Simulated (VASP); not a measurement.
**KBr in VASP 6.6.1, single-point calculation**

INCAR

```
GGA = PE
IVDW = 12
LASPH = .TRUE.
ENCUT = 800
IBRION = -1
ISIF = 2
NSW = 0
EDIFF = 1E-7
NBANDS = 15
LCHARG = .FALSE.
LREAL = .FALSE.
NELM = 98
PREC = Accurate
NELMDL = -8
LWAVE = .FALSE.
SIGMA = 0.02
ISMEAR = -1
```

KPOINTS

```
KPOINTS created by Atomic Simulation Environment
0
Gamma
6 6 6
0 0 0
```

POSCAR

```
K  Br
 1.0000000000000000
     0.0000000000000000    3.3022478065000000    3.3022478065000000
     3.3352702846000000    0.0000000000000000    3.3022478065000000
     3.3352702846000000    3.3022478065000000    0.0000000000000000
 K   Br
   1   1
Cartesian
  0.0000000000000000  0.0000000000000000  0.0000000000000000
  3.3352702846000000  3.3022478065000000  3.3022478065000000
```

The recommended PBE PAW datasets give the neutral cell 16 valence electrons.

Command

```
mpirun -np 1 vasp_std
```

OSZICAR

```
N       E                     dE             d eps       ncg     rms          rms(c)
DAV:   1     0.127080899557E+03    0.12708E+03   -0.86200E+03   900   0.131E+03
DAV:   2     0.224420043667E+01   -0.12484E+03   -0.11346E+03  1131   0.264E+02
DAV:   3    -0.607529328386E+01   -0.83195E+01   -0.82714E+01  1243   0.600E+01
DAV:   4    -0.639159820421E+01   -0.31630E+00   -0.31621E+00  1398   0.998E+00
DAV:   5    -0.639392725212E+01   -0.23290E-02   -0.23290E-02  1250   0.995E-01
DAV:   6    -0.639398815381E+01   -0.60902E-04   -0.60902E-04  1305   0.979E-02
DAV:   7    -0.639398848970E+01   -0.33589E-06   -0.33583E-06  1267   0.109E-02
DAV:   8    -0.639398849688E+01   -0.71764E-08   -0.72298E-08  1089   0.109E-03    0.303E+00
DAV:   9    -0.621955368137E+01    0.17443E+00   -0.21896E-01  1089   0.223E+00    0.221E+00
DAV:  10    -0.620803591217E+01    0.11518E-01   -0.10744E-01  1201   0.178E+00    0.102E+00
DAV:  11    -0.621717447093E+01   -0.91386E-02   -0.11643E-02  1018   0.828E-01    0.119E-01
DAV:  12    -0.621795718684E+01   -0.78272E-03   -0.83928E-04  1194   0.179E-01    0.761E-02
DAV:  13    -0.621823908467E+01   -0.28190E-03   -0.28829E-04   956   0.103E-01    0.122E-02
DAV:  14    -0.621825506133E+01   -0.15977E-04   -0.27413E-05  1141   0.304E-02    0.589E-03
DAV:  15    -0.621825723671E+01   -0.21754E-05   -0.43198E-06   963   0.145E-02    0.183E-03
DAV:  16    -0.621825731483E+01   -0.78129E-07   -0.16150E-07  1257   0.212E-03
   1 F= -.66265735E+01 E0= -.66265735E+01  d E =-.242245E-12
```

From OUTCAR

```
k-points           NKPTS =     30   k-points in BZ     NKDIM =     30   number of bands    NBANDS=     15

   NELECT =      16.0000    total number of electrons

   dimension x,y,z NGX =    48 NGY =   48 NGZ =   48
   dimension x,y,z NGXF=    96 NGYF=   96 NGZF=   96

  energy-cutoff  :      800.00
  volume of cell :       72.74
      direct lattice vectors                 reciprocal lattice vectors
     0.000000000  3.302247807  3.302247807    -0.149912888  0.151412017  0.151412017
     3.335270285  0.000000000  3.302247807     0.149912888 -0.151412017  0.151412017
     3.335270285  3.302247807  0.000000000     0.149912888  0.151412017 -0.151412017

 k-points in reciprocal lattice and weights: KPOINTS created by Atomic Simulation Env
   0.00000000  0.00000000  0.00000000       0.005
   0.16666667 -0.00000000 -0.00000000       0.037
   0.33333333  0.00000000  0.00000000       0.037
   0.50000000  0.00000000  0.00000000       0.019
   0.16666667  0.16666667  0.00000000       0.019
   0.33333333  0.16666667  0.00000000       0.074
   0.50000000  0.16666667  0.00000000       0.074
  -0.33333333  0.16666667 -0.00000000       0.074
   ...

 E-fermi :  -1.2886

 k-point     1 :       0.0000    0.0000    0.0000
  band No.  band energies     occupation
      1     -29.5941      2.00000
      2     -14.0661      2.00000
      3     -13.0713      2.00000
      4     -13.0709      2.00000
      5     -13.0709      2.00000
      6      -1.7904      2.00000
      7      -1.7863      2.00000
      8      -1.7863      2.00000
      9       2.6138      0.00000
     10       5.7735      0.00000
     11       5.8336      0.00000
     12       5.8336      0.00000
     13       6.6078      0.00000
     14       6.6514      0.00000
     15       9.7834      0.00000

 k-point     2 :       0.1667   -0.0000   -0.0000
  band No.  band energies     occupation
      1     -29.5928      2.00000
      2     -14.1168      2.00000
      3     -13.0728      2.00000
      4     -13.0720      2.00000
      5     -13.0035      2.00000
      6      -2.1457      2.00000
      7      -1.8747      2.00000
      8      -1.8723      2.00000
      9       3.2624      0.00000
     10       5.6708      0.00000
     11       6.1167      0.00000
     12       6.1522      0.00000
     13       6.9566      0.00000
     14       7.0044      0.00000
     15      10.6538      0.00000

 k-point     3 :       0.3333    0.0000    0.0000
  band No.  band energies     occupation
      1     -29.5902      2.00000
      2     -14.2032      2.00000
      3     -13.0760      2.00000
      4     -13.0741      2.00000
      5     -12.8826      2.00000
      6      -2.7074      2.00000
      7      -2.0357      2.00000
      8      -2.0340      2.00000
      9       4.3740      0.00000
     10       5.9025      0.00000
     11       6.9764      0.00000
     12       7.0061      0.00000
     13       7.8359      0.00000
     14       7.8938      0.00000
     15       9.6394      0.00000

 ...

  Total      -0.25787    -0.11832    -0.11832     0.00000     0.00000     0.00000
  in kB      -5.67988    -2.60610    -2.60610     0.00000     0.00000     0.00000
  external pressure =       -3.63 kB  Pullay stress =        0.00 kB

 POSITION                                       TOTAL-FORCE (eV/Angst)
 -----------------------------------------------------------------------------------
      0.00000      0.00000      0.00000         0.000000      0.000000     -0.000000
      3.33527      3.30225      3.30225         0.000000     -0.000000      0.000000
 -----------------------------------------------------------------------------------
    total drift:                               -0.000000     -0.000000     -0.000000

  FREE ENERGIE OF THE ION-ELECTRON SYSTEM (eV)
  ---------------------------------------------------
  free  energy   TOTEN  =        -6.6265735176 eV

  energy  without entropy=       -6.6265735176  energy(sigma->0) =       -6.62657352
```

It converged. Results: gap between bands v and c on the k mesh 4.40 eV; least direct gap on the k mesh 4.40 eV; pressure -0.4 GPa. Band v is the last that the valence electrons fill when counted band by band, and c is the next.

For comparison, a separate PBE run of the intended cell, on usual settings and not on those above, gives a gap of 4.40 eV on its mesh and a pressure of 0.6 GPa.

The run above took about 38 s on one core of a shared host (Intel Xeon 6975P-C) and held 0.34 GiB at most.
